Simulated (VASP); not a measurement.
# TiTe2 (P-3m1) in VASP: notebook, part 2 of 2

VASP 6.6.1.

## Step 4: Equation of state, PBEsol, 24.87 Å³/atom (a relaxed cell with its volume scaled by 0.98)

Contents of INCAR:

```
SYSTEM = TiTe2
ALGO = Fast
EDIFF = 1E-6
ENCUT = 520
GGA = PS
ISIF = 2
ISMEAR = -1
LASPH = .True.
LCHARG = .False.
LREAL = .False.
LWAVE = .False.
NELM = 80
PREC = Accurate
SIGMA = 0.05
```

Contents of KPOINTS:

```
k-points
0
Gamma
  8 8 4
  0 0 0
```

Contents of POSCAR:

```
TiTe2                                   
1.0
    3.6793100085      0.0000000000      0.0000000000
   -1.8396550043      3.1863759358      0.0000000000
    0.0000000000      0.0000000000      6.3637197511
  Te              Ti            
     2     1
Direct
     0.3333333332999970    0.6666666667000030    0.7318486608266448
     0.6666666667000030    0.3333333332999970    0.2681513391733552
     1.0000000000000000    0.0000000000000000    0.0000000000000000
```

Command:

```bash
$ cat potpaw_PBE.64/Te/POTCAR potpaw_PBE.64/Ti_sv/POTCAR > POTCAR
$ mpirun -np 1 vasp_std > vasp.out
```

Run time: 54 s. Hardware: 1 thread of Intel Xeon 6975P-C (Granite Rapids), shared host; peak memory 0.21 GiB.

The run converged. Its results:

```yaml
Free_energy: -17.5420 eV
Pressure: 1.5 GPa
Largest_force: 0.179 eV/Å
Band_gap_on_the_k_mesh: none (metal or under the smearing width)
```

Caveat: the PAW data sets were made with another functional, which shifts forces and pressure a little; this functional lacks dispersion, which binds the layers, so the pressure and a relaxed spacing across them are unreliable.

## Step 5: Equation of state, PBEsol, 25.38 Å³/atom

INCAR is that of step 4.

KPOINTS is that of step 4.

Contents of POSCAR:

```
TiTe2                                   
1.0
    3.7041709654      0.0000000000      0.0000000000
   -1.8520854827      3.2079061560      0.0000000000
    0.0000000000      0.0000000000      6.4067191619
  Te              Ti            
     2     1
Direct
     0.3333333332999970    0.6666666667000030    0.7318486608266448
     0.6666666667000030    0.3333333332999970    0.2681513391733552
     1.0000000000000000    0.0000000000000000    0.0000000000000000
```

Command:

```bash
$ cat potpaw_PBE.64/Te/POTCAR potpaw_PBE.64/Ti_sv/POTCAR > POTCAR
$ mpirun -np 1 vasp_std > vasp.out
```

Wall time 51 s (1 thread of Intel Xeon 6975P-C (Granite Rapids), shared host); peak memory 0.21 GiB.

Results (log left out):

* Free energy: -17.5494 eV
* Pressure: 0.0 GPa
* Band gap on the k mesh: none (metal or under the smearing width)

Caveat: the PAW data sets were made with another functional, which shifts forces and pressure a little; this functional lacks dispersion, which binds the layers, so the pressure and a relaxed spacing across them are unreliable.

## Step 6: Equation of state, PBEsol, 25.88 Å³/atom (a relaxed cell with its volume scaled by 1.02)

INCAR is that of step 5.

KPOINTS is that of step 5.

Contents of POSCAR:

```
TiTe2                                   
1.0
    3.7287026139      0.0000000000      0.0000000000
   -1.8643513069      3.2291511868      0.0000000000
    0.0000000000      0.0000000000      6.4491490021
  Te              Ti            
     2     1
Direct
     0.3333333332999970    0.6666666667000030    0.7318486608266448
     0.6666666667000030    0.3333333332999970    0.2681513391733552
     1.0000000000000000    0.0000000000000000    0.0000000000000000
```

Potentials or basis: VASP PAW PBE potentials, release 64 (Te, Ti_sv).

Command:

```bash
$ cat potpaw_PBE.64/Te/POTCAR potpaw_PBE.64/Ti_sv/POTCAR > POTCAR
$ mpirun -np 1 vasp_std > vasp.out
```

Wall time 52 s (1 thread of Intel Xeon 6975P-C (Granite Rapids), shared host); peak memory 0.21 GiB.

The run converged. Its results:

* Free energy: -17.5432 eV
* Pressure: -1.4 GPa
* Largest force: 0.163 eV/Å
* Band gap on the k mesh: none (metal or under the smearing width)

Caveat: the PAW data sets were made with another functional, which shifts forces and pressure a little; this functional lacks dispersion, which binds the layers, so the pressure and a relaxed spacing across them are unreliable.

## Step 7: Equation of state, PBEsol, 26.39 Å³/atom (a relaxed cell with its volume scaled by 1.04)

INCAR is that of step 6.

KPOINTS is that of step 6.

Contents of POSCAR:

```
TiTe2                                   
1.0
    3.7529156470      0.0000000000      0.0000000000
   -1.8764578235      3.2501202885      0.0000000000
    0.0000000000      0.0000000000      6.4910277665
  Te              Ti            
     2     1
Direct
     0.3333333332999970    0.6666666667000030    0.7318486608266448
     0.6666666667000030    0.3333333332999970    0.2681513391733552
     1.0000000000000000    0.0000000000000000    0.0000000000000000
```

Command:

```bash
$ cat potpaw_PBE.64/Te/POTCAR potpaw_PBE.64/Ti_sv/POTCAR > POTCAR
$ mpirun -np 1 vasp_std > vasp.out
```

It took 54 s on 1 thread of Intel Xeon 6975P-C (Granite Rapids), shared host; peak memory 0.21 GiB.

Results (log left out):

```yaml
Free_energy: -17.5249 eV
Pressure: -2.6 GPa
Largest_force: 0.319 eV/Å
Band_gap_on_the_k_mesh: none (metal or under the smearing width)
```

Caveat: the PAW data sets were made with another functional, which shifts forces and pressure a little; this functional lacks dispersion, which binds the layers, so the pressure and a relaxed spacing across them are unreliable.

## Step 8: Equation of state, PBEsol

This run uses another cell than the first one, of 25.38 Å³/atom, 0.948 times its volume.

No new run: the results of the series are fitted here.

What came out:

* Equilibrium volume: 25.39 Å³/atom
* Bulk modulus at fixed shape and positions: 71 GPa
* Pressure derivative of the bulk modulus: 4.2 (rough: it moves with the points fitted)

Energy against volume, from the lowest point:
```
volume (Å³/atom)  energy (meV/atom)
          24.361               9.97
          24.869               2.48
          25.376               0.00
          25.884               2.05
          26.391               8.17
```

Caveat: the cell was scaled at fixed shape and fractional positions, which overstates the stiffness of a crystal with free parameters, most of all of layers and chains; the PAW data sets were made with another functional, which shifts forces and pressure a little; this functional lacks dispersion, which binds the layers, so the pressure and a relaxed spacing across them are unreliable. The run has no spin-orbit coupling, so splittings on Te are missing.

## Step 9: For comparison

An earlier run on the cell as given: functional PBE; potentials or basis VASP PAW PBE potentials, release 64 (Te, Ti_sv); cutoff 520 eV; k mesh 8 × 8 × 4; occupations fermi-dirac, width 0.05 eV; no spin polarisation.

- Pressure: 0.9 GPa
- Largest force: 0.022 eV/Å
- Band gap on the k mesh: none (metal or under the smearing width)
